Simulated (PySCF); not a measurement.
Compound: 1,3-cyclohexadiene, C₆H₈.
Numbering: `[CH:1]1=[CH:2][CH2:3][CH2:4][CH:5]=[CH:6]1` (hydrogens: H7 on C1; H8 on C2; H9, H10 on C3; H11, H12 on C4; H13 on C5; H14 on C6)

The same species was optimised twice, with GFN2-xTB and with PBE0-D3(BJ)/def2-SVP (PySCF), and the same property calculations (PySCF, gas phase) were run on both structures.

```json
{"coordinate": "C1=C2 (Å)", "GFN2-xTB": "1.331", "PBE0-D3(BJ)/def2-SVP": "1.344", "change": "+0.013"}
{"coordinate": "C5=C6 (Å)", "GFN2-xTB": "1.331", "PBE0-D3(BJ)/def2-SVP": "1.344", "change": "+0.013"}
{"coordinate": "C1–C6 (Å)", "GFN2-xTB": "1.452", "PBE0-D3(BJ)/def2-SVP": "1.463", "change": "+0.011"}
{"coordinate": "C3–C4 (Å)", "GFN2-xTB": "1.529", "PBE0-D3(BJ)/def2-SVP": "1.527", "change": "-0.002"}
{"coordinate": "C2–C3 (Å)", "GFN2-xTB": "1.501", "PBE0-D3(BJ)/def2-SVP": "1.503", "change": "+0.002"}
{"coordinate": "C4–C5 (Å)", "GFN2-xTB": "1.501", "PBE0-D3(BJ)/def2-SVP": "1.503", "change": "+0.002"}
{"coordinate": "C2–C3–C4 (°)", "GFN2-xTB": "111.2", "PBE0-D3(BJ)/def2-SVP": "111.9", "change": "+0.7"}
{"coordinate": "C3–C4–C5 (°)", "GFN2-xTB": "111.2", "PBE0-D3(BJ)/def2-SVP": "111.8", "change": "+0.6"}
{"coordinate": "C4–C5–C6 (°)", "GFN2-xTB": "120.8", "PBE0-D3(BJ)/def2-SVP": "120.2", "change": "-0.6"}
{"coordinate": "C1–C2–C3 (°)", "GFN2-xTB": "120.8", "PBE0-D3(BJ)/def2-SVP": "120.2", "change": "-0.6"}
{"coordinate": "C1–C6–C5 (°)", "GFN2-xTB": "120.4", "PBE0-D3(BJ)/def2-SVP": "120.5", "change": "+0.1"}
{"coordinate": "C2–C1–C6 (°)", "GFN2-xTB": "120.4", "PBE0-D3(BJ)/def2-SVP": "120.5", "change": "+0.1"}
```

Rotational constants: A = 5168, B = 5109, C = 2730 MHz (GFN2-xTB) against A = 5090, B = 5076, C = 2699 MHz (PBE0-D3(BJ)/def2-SVP). Point groups within 0.08 Å: C2 and C2. Atoms that the bonding makes alike are paired by their places after alignment.

On the GFN2-xTB structure: HOMO (eV) -6.18 [PBE0/pcSseg-1]; LUMO (eV) -0.66 [PBE0/pcSseg-1]; dipole (D) 0.48 [PBE0/pcSseg-1]; GIAO shielding of C1/C6 (mean) (ppm) 55.0 [PBE0/pcSseg-1]; GIAO shielding of C2/C5 (mean) (ppm) 53.2 [PBE0/pcSseg-1]; GIAO shielding of C3/C4 (mean) (ppm) 161.3 [PBE0/pcSseg-1].

Problem. What do these properties become on the PBE0-D3(BJ)/def2-SVP structure?

Solution. 
| property | level | on GFN2-xTB | on PBE0-D3(BJ)/def2-SVP | change |
| --- | --- | --- | --- | --- |
| HOMO (eV) | PBE0/pcSseg-1 | -6.18 | -6.15 | +0.03 |
| LUMO (eV) | PBE0/pcSseg-1 | -0.66 | -0.73 | -0.07 |
| dipole (D) | PBE0/pcSseg-1 | 0.48 | 0.49 | +0.01 |
| energy, GFN2-xTB geometry as zero (kcal/mol) | PBE0/pcSseg-1 | 0.0 | -0.4 | -0.4 |
| GIAO shielding of C1/C6 (mean) (ppm) | PBE0/pcSseg-1 | 55.0 | 51.5 | -3.5 |
| GIAO shielding of C2/C5 (mean) (ppm) | PBE0/pcSseg-1 | 53.2 | 50.1 | -3.1 |
| GIAO shielding of C3/C4 (mean) (ppm) | PBE0/pcSseg-1 | 161.3 | 159.6 | -1.7 |

The heavy atoms differ by 0.009 Å rms after alignment (one structure mirrored). Among bonds between heavy atoms C1=C2 and C5=C6 change most and about equally (+0.013 Å). Changes are differences of the printed values. Neither structure is proved a minimum here.
